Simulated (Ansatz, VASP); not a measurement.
# CdTe: VASP beside Ansatz

```
Cd Te
1.0
     3.08471    3.08471    0.00000
    -3.08471    3.08471    0.00000
     0.00000    3.08471    3.08471
Cd Te
1 1
Direct
  0.00000 0.00000 0.00000
  0.75000 0.25000 0.50000
```

Alike in both runs: functional LDA; k mesh 6 × 6 × 6; no spin polarisation.

Ansatz relaxed the structure, and its values are those at the end. VASP's run is a single point on that final structure, the one shown.

|  | VASP | Ansatz |
| --- | --- | --- |
| version | VASP 6.6.1 | Ansatz 0.2.0 |
| potentials or method | VASP PAW LDA potentials, release 64 (Cd, Te) | PAW with Ansatz's default frozen-core files, scalar-relativistic |
| plane-wave cutoff (eV) | 520 | 420 |
| occupations | gaussian, width 0.01 eV | fixed |
| valence electrons in the cell | 18 | 36 |

|  | VASP | Ansatz | Ansatz less VASP |
| --- | --- | --- | --- |
| gap on the k mesh at the Fermi level (eV) | 1.01 | 0.96 | -0.050 |
| pressure (GPa) | 7.4 | 7.0 | -0.44 |

The two sets of potentials don't hold the same shells in valence.

Caveats: spin-orbit coupling is left out, which moves the levels of the heavy elements.
